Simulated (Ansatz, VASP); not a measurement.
# GaN: VASP beside Ansatz, part 2 of 2

Aim: how closely do two programs agree when they are given the same cell, functional and k mesh? The structure shown comes from an earlier Ansatz run, which isn't shown and may have moved the atoms alone.

VASP 6.6.1 and Ansatz 0.2.0.

So far: Set-up; Ansatz: elastic constants, LDA.

## 3. VASP: elastic constants, LDA

Level of this step: LDA; plane waves and PAW (Ga_d, N) (VASP).

The same cell, functional (in two slightly different forms), mesh and smearing now go to VASP, with its own data sets.

Lines of VASP's logs that name or quote its potential files are left out, and so is its time.

Input file INCAR:

```
SYSTEM = GaN
PREC = Accurate
ENCUT = 600
EDIFF = 1E-08
NELM = 120
ISMEAR = 0
SIGMA = 0.02
LREAL = .FALSE.
ALGO = Normal
GGA = CA
NBANDS = 24
LORBIT = 11
LWAVE = .FALSE.
LCHARG = .FALSE.
ISIF = 3
IBRION = 6
NFREE = 2
POTIM = 0.015
NSW = 1
LASPH = .TRUE.
GGA_COMPAT = .FALSE.
EFERMI = MIDGAP
KPAR = 2
```

Input file POSCAR:

```
GaN
1.0
    3.1502614485      0.0000000000      0.0000000000
   -1.5751307243      2.7282064430      0.0000000000
    0.0000000000      0.0000000000      5.1205912407
Ga N
2 2
Direct
    0.3333333333      0.6666666667      0.0040446849
    0.6666666667      0.3333333333      0.5040446849
    0.3333333333      0.6666666667      0.3809553151
    0.6666666667      0.3333333333      0.8809553151
```

Input file KPOINTS:

```
Automatic mesh
0
Gamma
9 9 6
0 0 0
```

The projector-augmented-wave data sets are Ga_d and N (LDA family, release 64).

Run with:

```console
$ mpirun -np 2 vasp_std
```

Numbers of over 12 decimals in the logs are rounded to 6 here.

The log of the run:

```text
[banner, memory and clock lines left out]
running    2 mpi-ranks, on    1 nodes
 distrk:  each k-point on    1 cores,    2 groups
 distr:  one band on    1 cores,    1 groups

 POSCAR found type information on POSCAR GaN
 POSCAR found :  2 types and       4 ions
 LDA part: xc-table for (Slater(with rela. corr.)+CA(PZ))
 , standard interpolation
 POSCAR, INCAR and KPOINTS ok, starting setup
 FFT: planning ... GRIDC
 FFT: planning ... GRID_SOFT
 FFT: planning ... GRID
 WAVECAR not read
 entering main loop
       N       E                     dE             d eps       ncg     rms          rms(c)
DAV:   1     0.290590295453E+03    0.29059E+03   -0.19760E+04  2496   0.308E+03
DAV:   2     0.356818265727E+01   -0.28702E+03   -0.27372E+03  2544   0.555E+02
DAV:   3    -0.310495835947E+02   -0.34618E+02   -0.34312E+02  2728   0.150E+02
DAV:   4    -0.320792613662E+02   -0.10297E+01   -0.10277E+01  2888   0.287E+01
DAV:   5    -0.320974443130E+02   -0.18183E-01   -0.18181E-01  2728   0.349E+00    0.108E+01
DAV:   6    -0.279304170179E+02    0.41670E+01   -0.12842E+01  4032   0.556E+01    0.312E+00
DAV:   7    -0.279689703702E+02   -0.38553E-01   -0.14090E+00  2504   0.906E+00    0.258E+00
DAV:   8    -0.279305739002E+02    0.38396E-01   -0.27939E-01  3920   0.634E+00    0.109E+00
DAV:   9    -0.279075574370E+02    0.23016E-01   -0.86934E-02  3888   0.476E+00    0.310E-01
DAV:  10    -0.279083526622E+02   -0.79523E-03   -0.53744E-03  2632   0.607E-01    0.122E-01
DAV:  11    -0.279080923210E+02    0.26034E-03   -0.13449E-03  3744   0.666E-01    0.373E-02
DAV:  12    -0.279081053211E+02   -0.13000E-04   -0.13674E-04  2416   0.785E-02    0.438E-02
DAV:  13    -0.279081391384E+02   -0.33817E-04   -0.39101E-05  4016   0.623E-02    0.838E-02
DAV:  14    -0.279080949345E+02    0.44204E-04   -0.94436E-05  3800   0.106E-01    0.182E-02
DAV:  15    -0.279081639648E+02   -0.69030E-04   -0.37950E-04  3936   0.230E-01    0.104E-01
DAV:  16    -0.279081222895E+02    0.41675E-04   -0.59177E-05  3328   0.800E-02    0.738E-02
DAV:  17    -0.279080987696E+02    0.23520E-04   -0.37894E-05  3888   0.600E-02    0.331E-02
DAV:  18    -0.279080945510E+02    0.42185E-05   -0.10589E-05  3640   0.284E-02    0.141E-02
DAV:  19    -0.279080931919E+02    0.13592E-05   -0.42882E-06  3952   0.205E-02    0.156E-03
DAV:  20    -0.279080932175E+02   -0.25664E-07   -0.61946E-07  2760   0.537E-03    0.118E-03
DAV:  21    -0.279080932193E+02   -0.17335E-08   -0.18943E-08  2032   0.115E-03
   1 F= -.27908093E+02 E0= -.27908093E+02  d E =0.000000E+00
[... from here on, the cycles between the ionic steps are left out ...]
   2 F= -.27901563E+02 E0= -.27901563E+02  d E =0.000000E+00
  13 F= -.27904541E+02 E0= -.27904541E+02  d E =0.000000E+00
  14 F= -.27906482E+02 E0= -.27906482E+02  d E =0.000000E+00
  15 F= -.27906482E+02 E0= -.27906482E+02  d E =0.000000E+00
  16 F= -.27905652E+02 E0= -.27905652E+02  d E =0.000000E+00
  17 F= -.27905713E+02 E0= -.27905713E+02  d E =0.000000E+00
  18 F= -.27906457E+02 E0= -.27906457E+02  d E =0.000000E+00
  19 F= -.27906457E+02 E0= -.27906457E+02  d E =0.000000E+00
  20 F= -.27905954E+02 E0= -.27905954E+02  d E =0.000000E+00
 Finite differences progress:
  Degree of freedom:  10/ 10
  Displacement:        1/  2
  Total:              19/ 20
 bond charge predicted
       N       E                     dE             d eps       ncg     rms          rms(c)
DAV:   1    -0.279034613181E+02    0.24928E-02   -0.31340E+00  3088   0.985E+00    0.211E-01
DAV:   2    -0.279062551988E+02   -0.27939E-02   -0.48817E-02  3888   0.330E+00    0.119E-01
DAV:   3    -0.279058935287E+02    0.36167E-03   -0.31164E-03  3376   0.564E-01    0.390E-02
DAV:   4    -0.279058993931E+02   -0.58644E-05   -0.49559E-04  3616   0.189E-01    0.180E-02
DAV:   5    -0.279058969730E+02    0.24201E-05   -0.20568E-05  3616   0.105E-01    0.109E-02
DAV:   6    -0.279058960808E+02    0.89223E-06   -0.48420E-06  3872   0.247E-02    0.239E-03
DAV:   7    -0.279058960910E+02   -0.10215E-07   -0.62190E-07  3176   0.940E-03    0.681E-04
DAV:   8    -0.279058960940E+02   -0.29895E-08   -0.95194E-08  4656   0.847E-03
  21 F= -.27905896E+02 E0= -.27905896E+02  d E =0.000000E+00
 Finite differences progress:
  Degree of freedom:  10/ 10
  Displacement:        2/  2
  Total:              20/ 20
```

From OUTCAR (step 3):

```text
ion  position               nearest neighbor table
   1  0.333  0.667  0.004-   4 1.92   4 1.92   4 1.92   3 1.93
   2  0.667  0.333  0.504-   3 1.92   3 1.92   3 1.92   4 1.93
   3  0.333  0.667  0.381-   2 1.92   2 1.92   2 1.92   1 1.93
   4  0.667  0.333  0.881-   1 1.92   1 1.92   1 1.92   2 1.93

  LATTYP: Found a hexagonal cell.
 ALAT       =     3.1502614485
 C/A-ratio  =     1.6254496093

 Subroutine GETGRP returns: Found 12 space group operations
 (whereof  6 operations were pure point group operations)

The static configuration has the point symmetry C_3v.
 The point group associated with its full space group is C_6v.

 Found     48 irreducible k-points:

   k-points           NKPTS =     48   k-points in BZ     NKDIM =     48   number of bands    NBANDS=     24

   dimension x,y,z NGX =    28 NGY =   28 NGZ =   42
   dimension x,y,z NGXF=    56 NGYF=   56 NGZF=   84

   ENCUT  =  600.0 eV  44.10 Ry    6.64 a.u.   6.29  6.29 10.23*2*pi/ulx,y,z

   NELECT =      36.0000    total number of electrons

 k-points in reciprocal lattice and weights: Automatic mesh
   0.00000000  0.00000000  0.00000000       0.002
   0.11111111  0.00000000  0.00000000       0.012
   0.22222222  0.00000000  0.00000000       0.012
   0.33333333  0.00000000  0.00000000       0.012
   0.44444444  0.00000000  0.00000000       0.012
   0.11111111  0.11111111  0.00000000       0.012
   0.22222222  0.11111111  0.00000000       0.025
   0.33333333  0.11111111  0.00000000       0.025
   0.44444444  0.11111111  0.00000000       0.012
[...]
0.33333333  0.22222222  0.50000000       0.025
   0.33333333  0.33333333  0.50000000       0.004

 average (electrostatic) potential at core
       1 -64.2953       2 -64.3148       3 -61.5669       4 -61.5714

 E-fermi :   6.5816

 k-point     1 :       0.0000    0.0000    0.0000
  band No.  band energies     occupation
    ...
     14       4.3865      2.00000
     15       4.3865      2.00000
     16       5.4333      2.00000
     17       5.4934      2.00000
     18       5.4934      2.00000
     19       7.6699      0.00000
     20       9.8839      0.00000
     21      14.7483      0.00000
     22      15.3929      0.00000
     23      15.3929      0.00000
    ...

 k-point     2 :       0.1111    0.0000    0.0000
  band No.  band energies     occupation
    ...
     14       3.4969      2.00000
     15       4.1219      2.00000
     16       4.5462      2.00000
     17       5.3021      2.00000
     18       5.3791      2.00000
     19       8.5108      0.00000
     20      10.5996      0.00000
     21      14.2846      0.00000
     22      14.7221      0.00000
     23      15.7119      0.00000
    ...

 k-point     3 :       0.2222    0.0000    0.0000
  band No.  band energies     occupation
    ...
     14       1.7435      2.00000
     15       3.0007      2.00000
     16       3.5378      2.00000
     17       4.8733      2.00000
     18       5.0684      2.00000
     19       9.6992      0.00000
     20      11.4815      0.00000
     21      13.0878      0.00000
     22      14.1471      0.00000
     23      15.7844      0.00000
    ...

[...]
...
     14       2.4104      2.00000
     15       3.0757      2.00000
     16       3.9074      2.00000
     17       5.0288      2.00000
     18       5.0324      2.00000
     19       9.4609      0.00000
     20      11.5466      0.00000
     21      13.6742      0.00000
     22      13.7356      0.00000
     23      16.1033      0.00000
    ...

  Total        0.3610429      0.3610429      0.8872602     -0.0000000     -0.0000000     -0.0000000
  in kB       13.1439362     13.1439362     32.3011250     -0.0000000     -0.0000000     -0.0000000
  external PRESSURE =      19.5296658 kB  Pullay stress =       0.0000000 kB

  energy-cutoff  :      600.00
  volume of cell :       44.01
      direct lattice vectors                 reciprocal lattice vectors
     3.150261448  0.000000000  0.000000000     0.317433971  0.183270588  0.000000000
    -1.575130724  2.728206443  0.000000000     0.000000000  0.366541177  0.000000000
     0.000000000  0.000000000  5.120591241     0.000000000  0.000000000  0.195289949

 POSITION                                       TOTAL-FORCE (eV/Angst)
 -----------------------------------------------------------------------------------
     -0.00000      1.81880      0.02071        -0.000000      0.000000     -0.122597
      1.57513      0.90940      2.58101         0.000000     -0.000000     -0.076748
     -0.00000      1.81880      1.93572         0.000000      0.000000      0.296252
      1.57513      0.90940      4.51101        -0.000000     -0.000000     -0.096907
 -----------------------------------------------------------------------------------
    total drift:                               -0.000000     -0.000000      0.000419

  FREE ENERGIE OF THE ION-ELECTRON SYSTEM (eV)
  ---------------------------------------------------
  free  energy   TOTEN  =       -27.9058960940 eV

  energy  without entropy=      -27.9058960940  energy(sigma->0) =      -27.90589609

  SYMMETRIZED ELASTIC MODULI (kBar)
 Direction    XX          YY          ZZ          XY          YZ          ZX
 --------------------------------------------------------------------------------
 XX        4454.3975   1117.8712    675.9816     -0.0000     -0.0000      0.0000
 YY        1117.8712   4454.3975    675.9816     -0.0000      0.0000     -0.0000
 ZZ         675.9816    675.9816   4914.2629     -0.0000      0.0000     -0.0000
 XY          -0.0000     -0.0000     -0.0000   1668.2632      0.0000     -0.0000
 YZ           0.0000      0.0000      0.0000      0.0000   1156.1843     -0.0000
 ZX          -0.0000      0.0000     -0.0000      0.0000     -0.0000   1156.1842
 --------------------------------------------------------------------------------

 Eigenvectors and eigenvalues of the dynamical matrix
 ----------------------------------------------------

   1 f  =   21.200351 THz   133.205732 2PiTHz  707.167581 cm-1    87.677566 meV
             X         Y         Z           dx          dy          dz
     -0.000000  1.818804  0.020711     0.000000   -0.000000    0.042830
      1.575131  0.909402  2.581007     0.000000   -0.000000   -0.042830
     -0.000000  1.818804  1.950716     0.000000   -0.000000   -0.705808
      1.575131  0.909402  4.511012    -0.000000    0.000000    0.705808

   2 f  =   17.347911 THz   109.000139 2PiTHz  578.664020 cm-1    71.745162 meV
             X         Y         Z           dx          dy          dz
     -0.000000  1.818804  0.020711     0.112399   -0.220278    0.000000
      1.575131  0.909402  2.581007    -0.112399    0.220278    0.000000
     -0.000000  1.818804  1.950716     0.301091   -0.590075   -0.000000
      1.575131  0.909402  4.511012    -0.301091    0.590075   -0.000000

   3 f  =   17.347911 THz   109.000139 2PiTHz  578.664020 cm-1    71.745162 meV
             X         Y         Z           dx          dy          dz
     -0.000000  1.818804  0.020711     0.220278    0.112399   -0.000000
      1.575131  0.909402  2.581007    -0.220278   -0.112399    0.000000
     -0.000000  1.818804  1.950716     0.590075    0.301091    0.000000
      1.575131  0.909402  4.511012    -0.590075   -0.301091    0.000000

   4 f  =   17.048506 THz   107.118924 2PiTHz  568.676957 cm-1    70.506925 meV
             X         Y         Z           dx          dy          dz
     -0.000000  1.818804  0.020711     0.131409   -0.257539    0.000000
      1.575131  0.909402  2.581007     0.131409   -0.257539    0.000000
     -0.000000  1.818804  1.950716    -0.293287    0.574794   -0.000000
      1.575131  0.909402  4.511012    -0.293287    0.574794   -0.000000

   5 f  =   17.048506 THz   107.118924 2PiTHz  568.676957 cm-1    70.506925 meV
             X         Y         Z           dx          dy          dz
     -0.000000  1.818804  0.020711     0.257539    0.131409   -0.000000
      1.575131  0.909402  2.581007     0.257539    0.131409    0.000000
     -0.000000  1.818804  1.950716    -0.574794   -0.293287    0.000000
      1.575131  0.909402  4.511012    -0.574794   -0.293287    0.000000

   6 f  =   16.424306 THz   103.196961 2PiTHz  547.855893 cm-1    67.925443 meV
             X         Y         Z           dx          dy          dz
     -0.000000  1.818804  0.020711    -0.000000    0.000000    0.289216
      1.575131  0.909402  2.581007    -0.000000    0.000000    0.289216
     -0.000000  1.818804  1.950716     0.000000   -0.000000   -0.645255
      1.575131  0.909402  4.511012     0.000000   -0.000000   -0.645255

   7 f  =   10.186330 THz    64.002599 2PiTHz  339.779398 cm-1    42.127257 meV
             X         Y         Z           dx          dy          dz
     -0.000000  1.818804  0.020711     0.000000    0.000000    0.705808
      1.575131  0.909402  2.581007    -0.000000   -0.000000   -0.705808
     -0.000000  1.818804  1.950716     0.000000    0.000000    0.042830
      1.575131  0.909402  4.511012    -0.000000   -0.000000   -0.042830

   8 f  =    4.159156 THz    26.132751 2PiTHz  138.734526 cm-1    17.200881 meV
             X         Y         Z           dx          dy          dz
     -0.000000  1.818804  0.020711    -0.301105    0.590068   -0.000000
      1.575131  0.909402  2.581007     0.301105   -0.590068   -0.000000
     -0.000000  1.818804  1.950716     0.112404   -0.220275   -0.000000
      1.575131  0.909402  4.511012    -0.112404    0.220275   -0.000000

   9 f  =    4.159156 THz    26.132751 2PiTHz  138.734526 cm-1    17.200881 meV
             X         Y         Z           dx          dy          dz
     -0.000000  1.818804  0.020711    -0.590068   -0.301105    0.000000
      1.575131  0.909402  2.581007     0.590068    0.301105    0.000000
     -0.000000  1.818804  1.950716     0.220275    0.112404    0.000000
      1.575131  0.909402  4.511012    -0.220275   -0.112404    0.000000

  10 f/i=    0.000875 THz     0.005497 2PiTHz    0.029180 cm-1     0.003618 meV
             X         Y         Z           dx          dy          dz
     -0.000000  1.818804  0.020711    -0.584627    0.273159   -0.000000
      1.575131  0.909402  2.581007    -0.584627    0.273159   -0.000000
     -0.000000  1.818804  1.950716    -0.261945    0.122390   -0.000000
      1.575131  0.909402  4.511012    -0.261945    0.122390   -0.000000

  11 f/i=    0.000875 THz     0.005497 2PiTHz    0.029180 cm-1     0.003618 meV
             X         Y         Z           dx          dy          dz
     -0.000000  1.818804  0.020711     0.273159    0.584627   -0.000000
      1.575131  0.909402  2.581007     0.273159    0.584627   -0.000000
     -0.000000  1.818804  1.950716     0.122390    0.261945   -0.000000
      1.575131  0.909402  4.511012     0.122390    0.261945   -0.000000

  12 f/i=    0.001392 THz     0.008749 2PiTHz    0.046445 cm-1     0.005758 meV
             X         Y         Z           dx          dy          dz
     -0.000000  1.818804  0.020711    -0.000000    0.000000    0.645255
      1.575131  0.909402  2.581007    -0.000000    0.000000    0.645255
     -0.000000  1.818804  1.950716    -0.000000    0.000000    0.289216
      1.575131  0.909402  4.511012    -0.000000    0.000000    0.289216

 ELASTIC MODULI CONTR FROM IONIC RELAXATION (kBar)
 Direction    XX          YY          ZZ          XY          YZ          ZX
 --------------------------------------------------------------------------------
 XX        -737.5129    333.4865    393.7691      0.0000     -0.0000     -0.0000
 YY         333.4865   -737.5129    393.7691      0.0000     -0.0000      0.0000
 ZZ         393.7691    393.7691   -767.5444     -0.0000     -0.0000     -0.0000
 XY           0.0000      0.0000     -0.0000   -535.4997      0.0000     -0.0000
 YZ           0.0000      0.0000     -0.0000      0.0000   -198.2247      0.0000
 ZX           0.0000     -0.0000     -0.0000     -0.0000      0.0000   -198.2246
 --------------------------------------------------------------------------------

 TOTAL ELASTIC MODULI (kBar)
 Direction    XX          YY          ZZ          XY          YZ          ZX
 --------------------------------------------------------------------------------
 XX        3716.8847   1451.3576   1069.7506     -0.0000     -0.0000     -0.0000
 YY        1451.3576   3716.8847   1069.7506     -0.0000     -0.0000      0.0000
 ZZ        1069.7506   1069.7506   4146.7185     -0.0000     -0.0000     -0.0000
 XY          -0.0000     -0.0000     -0.0000   1132.7635      0.0000     -0.0000
 YZ           0.0000      0.0000     -0.0000      0.0000    957.9596     -0.0000
 ZX           0.0000     -0.0000     -0.0000     -0.0000     -0.0000    957.9596
 --------------------------------------------------------------------------------

 total charge
# of ion       s       p       d       tot
------------------------------------------
    1        0.803   0.955  10.202  11.960
    2        0.803   0.955  10.202  11.960
    3        1.206   2.517   0.000   3.723
    4        1.206   2.517   0.000   3.723
--------------------------------------------------
tot          4.018   6.944  20.403  31.365
```

The last energy, forces, stress and levels in OUTCAR belong to the last displaced cell, not to the cell of POSCAR.

Levels, forces or a CONTCAR printed for this step are those of its last displaced cell, not of the structure at rest.

## 4. Comparison

Known differences besides the potentials themselves: the two LDA forms differ slightly; the cutoff is 420 eV in Ansatz and 600 eV in VASP; VASP's log shows a relativistic correction to its local exchange, Ansatz's none; VASP takes each elastic constant from one size of strain, Ansatz from those that its log lists. Total energies have different zeros and are not compared.

The two programs side by side:

| quantity | Ansatz | VASP | difference |
| --- | --- | --- | --- |
| C11 (GPa) | 370.6 | 371.7 | -0.30 % |
| C22 (GPa) | 370.6 | 371.7 | -0.30 % |
| C33 (GPa) | 412.3 | 414.7 | -0.58 % |
| C12 (GPa) | 141.8 | 145.1 | -2.31 % |
| C13 (GPa) | 104.5 | 107.0 | -2.32 % |
| C23 (GPa) | 104.5 | 107.0 | -2.32 % |
| C44 (GPa) | 96.9 | 95.8 | +1.19 % |
| C55 (GPa) | 96.9 | 95.8 | +1.19 % |
| C66 (GPa) | 114.4 | 113.3 | +0.99 % |

## 5. Outcome

```yaml
difference_in_c13_elastic_constants_lda: -2.3 %
```

In words: The difference in C13 is -2.3 % (elastic constants, LDA), within the 5 % picked in this series as the mark of a large difference. How closely two codes agree says nothing of how well the functional describes the real material.

[Lines on the potential files, build, host, timing and source positions are cut from VASP's logs without a mark.]

[Logs are printed without paths, hosts, clocks, repeated set-up lines and the standing remarks that a program may print on its own settings, such as how far it seeks lower states.]

[Hosts, paths, dates, database ids (printed as entryN), source tags and the programs' standing remarks are cut or masked in the printed files.]
